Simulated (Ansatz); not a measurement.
## CuI and the effect of the Hubbard U on Cu d

Space group F-43m (No. 216). a = 6.063 Å, b = 6.063 Å, c = 6.063 Å, α = 90.00°, β = 90.00°, γ = 90.00°
| atom | site | symmetry | x | y | z |
| --- | --- | --- | --- | --- | --- |
| I | 4a | -43m | 0.0000 | 0.0000 | 0.0000 |
| Cu | 4c | -43m | 0.2500 | 0.2500 | 0.2500 |

Kept alike: task band structure; functional PBEsol; k mesh 8 × 8 × 8; occupations fermi-dirac, width 0.05 eV; no spin polarisation. Program: Ansatz, Ansatz PAW, cutoff 420 eV. The mesh is that of the run's cell of 2 atoms. No spin-orbit coupling.

| Hubbard U on Cu d, U (eV) | band gap (eV) | pressure (GPa) |
| --- | --- | --- |
| 0 | 1.007 | -2.60 |
| 1 | 1.215 | -2.41 |
| 2 | 1.403 | -2.23 |
| 3 | 1.570 | -2.05 |
| 4 | 1.716 | -1.88 |
| 5 | 1.845 | -1.71 |
| 6 | 1.956 | -1.56 |
| 8 | 2.137 | -1.26 |

Pressure is positive in compression, with a Pulay correction for the finite cutoff. U acts here on a shell without spin polarisation. Spin-orbit coupling, left out here, moves the band edges of heavy atoms and can close or invert small gaps. How U acts hangs on the program's projectors. Gaps are the smaller of the mesh's and the band path's. All rows use potentials made for PBE. U is the effective U - J on orthogonalised atomic projectors. Double counting: fully localised limit (the default).

The band gap rises from 1.007 to 2.137 eV between 0 and 8 eV. U pushes filled shell states down and empty ones up. The mean slope is +0.14 eV per eV of U. The pressure rises from -2.60 to -1.26 GPa between 0 and 8 eV. U localises the shell and weakens its bonds, so the cell pushes outwards.
